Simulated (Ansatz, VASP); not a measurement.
## One calculation of Mn, two programs

```
Mn
1.0
     2.37909    0.00000    0.00000
     0.00000    2.37909    0.00000
     0.00000    0.00000    2.37909
Mn
1
Direct
  0.00000 0.00000 0.00000
```

Alike in both runs: task single point; functional BLYP; k mesh 15 × 15 × 15; occupations fermi-dirac, width 0.05 eV; collinear spin.

|  | VASP | Ansatz |
| --- | --- | --- |
| version | VASP 6.6.1 | Ansatz 0.2.0 |
| potentials or method | VASP PAW PBE potentials, release 64 (Mn_pv) | plane waves (420 eV) with PAW, scalar-relativistic |
| plane-wave cutoff (eV) | 520 | 420 |
| valence electrons in the cell | 13 | 15 |

|  | VASP | Ansatz | Ansatz less VASP |
| --- | --- | --- | --- |
| pressure (GPa) | -10.1 | -10.3 | -0.17 |
| net moment per atom (μB) | 0.84 | 0.83 | -0.005 |
| size of the moment on the site where the two differ most (μB) | 0.83 | 0.81 | -0.021 |

Site moments also hang on the region over which each program counts them. The functional is the same, so the differences come from potentials, cutoffs and numerics. The two sets of potentials don't hold the same shells in valence.

Caveats: the PAW data sets were made with another functional, which shifts forces and pressure a little (VASP).
